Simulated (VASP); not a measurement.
Input of a VASP 6.6.1 run:

INCAR

```
SYSTEM = Au
ALGO = Fast
DIPOL = 0.5 0.5 0.295
EDIFF = 1E-6
ENCUT = 520
GGA = PE
IDIPOL = 3
ISIF = 2
ISMEAR = 0
LASPH = .True.
LCHARG = .False.
LDIPOL = .True.
LREAL = .False.
LWAVE = .False.
NBANDS = 24
NELM = 80
PREC = Accurate
SIGMA = 0.1
```

Contents of KPOINTS:

```
k-points
0
Gamma
  9 9 1
  0 0 0
```

Contents of POSCAR:

```
Au
1.0
    2.9402049748      0.0000000000      0.0000000000
   -1.4701024874      2.5462922005      0.0000000000
    0.0000000000      0.0000000000     21.8974947720
Au
3
Direct
    0.6666666667      0.3333333333      0.1826692981
    0.3333333333      0.6666666667      0.2945190844
    0.0000000000      0.0000000000      0.4063247812
```

Potentials or basis: VASP PAW PBE potentials, release 64 (Au).

Run with:

```sh
$ cat potpaw_PBE.64/Au/POTCAR > POTCAR
$ mpirun -np 1 vasp_std > vasp.out
```

(1) Estimate the largest force.

(2) What does it give for the band gap on the k mesh?

Answers

(1) 0.091 eV/Å.

(2) none (metal or under the smearing width).
